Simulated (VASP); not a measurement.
Here is a VASP 6.6.1 calculation.

File INCAR:

```
PREC     = Accurate       # precision mode
ENCUT    = 600            # plane-wave cutoff, eV
EDIFF    = 1E-7           # SCF threshold, eV
ISMEAR   = 0              # smearing method
SIGMA    = 0.03           # smearing width, eV
LREAL    = F              # projectors in reciprocal space
LASPH    = T              # aspherical terms in the spheres
NELM     = 80             # most SCF steps
ALGO     = Normal         # electronic algorithm
ISIF     = 3              # what is computed and relaxed
LWAVE    = F              # write WAVECAR
LCHARG   = F              # write CHGCAR
IBRION   = 2              # ionic algorithm
NSW      = 90             # ionic steps
EDIFFG   = -0.005         # ionic threshold
```

The input KPOINTS:

```
regular mesh
0
Gamma
  10 10 10
```

POSCAR

```
InAs                                    
1.0
    0.0000000000      3.0160780147      3.0160780147
    3.0160780147      0.0000000000      3.0160780147
    3.0160780147      3.0160780147     -0.0000000000
  In              As            
     1     1
Direct
     0.0000000000000000    0.0000000000000000    0.0000000000000000
     0.2500000000000000    0.2500000000000000    0.2500000000000000
```

Potentials or basis: VASP PAW LDA potentials, release 64 (In_d, As).

Command:

```sh
$ cat potpaw_LDA.64/In_d/POTCAR potpaw_LDA.64/As/POTCAR > POTCAR
$ mpirun -np 1 vasp_std > vasp.out
```

Problem. Predict the band gap on the k mesh.

Solution. None (metal or under the smearing width).

Final structure:
```
CELL_PARAMETERS angstrom
0.00000 3.01608 3.01608
3.01608 0.00000 3.01608
3.01608 3.01608 0.00000
ATOMIC_POSITIONS crystal
In 0.00000 0.00000 0.00000
As 0.25000 0.25000 0.25000
```

Caveat: the relaxation stopped at its first step, so nothing moved; this crystal is a semiconductor, whose small gap the functional closes, so the metal is an error of the method.
